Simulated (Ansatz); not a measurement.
The parent structure is LaAlO$_{3}$ in the cubic perovskite structure (space group Pm-3m, No. 221).

Space group Pm-3m (No. 221); a = 3.812 Å, b = 3.812 Å, c = 3.812 Å, α = 90.00°, β = 90.00°, γ = 90.00°

| atom | site | symmetry | x | y | z |
|---|---|---|---|---|---|
| La | 1a | m-3m | 0.0000 | 0.0000 | 0.0000 |
| Al | 1b | m-3m | 0.5000 | 0.5000 | 0.5000 |
| O | 3c | 4/mm.m | 0.0000 | 0.5000 | 0.5000 |

Method: PBE/PAW in Ansatz (an electronic-structure program), no SOC.

One change was made to it. Results:

| quantity | base | after |
|---|---|---|
| gap character | indirect, R → Γ | direct at Γ |
| band gap | 3.50 eV | 3.71 eV |
| electron mass (degenerate bands, along [100]) | 0.50, 0.71 mₑ (at Γ) | 0.42, 0.59 mₑ (at Γ) |
| lattice parameter a | 7.204 bohr | 6.818 bohr |

Q: Which change produced these results?
A) pressure 18 GPa
B) pressure 1.8 GPa
C) pressure 45 GPa
D) pressure 4.2 GPa

A: C, pressure 45 GPa. For comparison, the band gap in the other runs: pressure 18 GPa gives 3.64 eV; pressure 1.8 GPa gives 3.52 eV; pressure 4.2 GPa gives 3.54 eV.

Load acts through the strain it causes; cell and atoms are relaxed under it. Masses are band curvatures over ±0.01 Å⁻¹ around the edge. Whether these cells are dynamically stable was not tested. Competing high-pressure phases were not computed. Many cubic perovskites are stable only at high temperature; tilts and polar distortions were not tested.
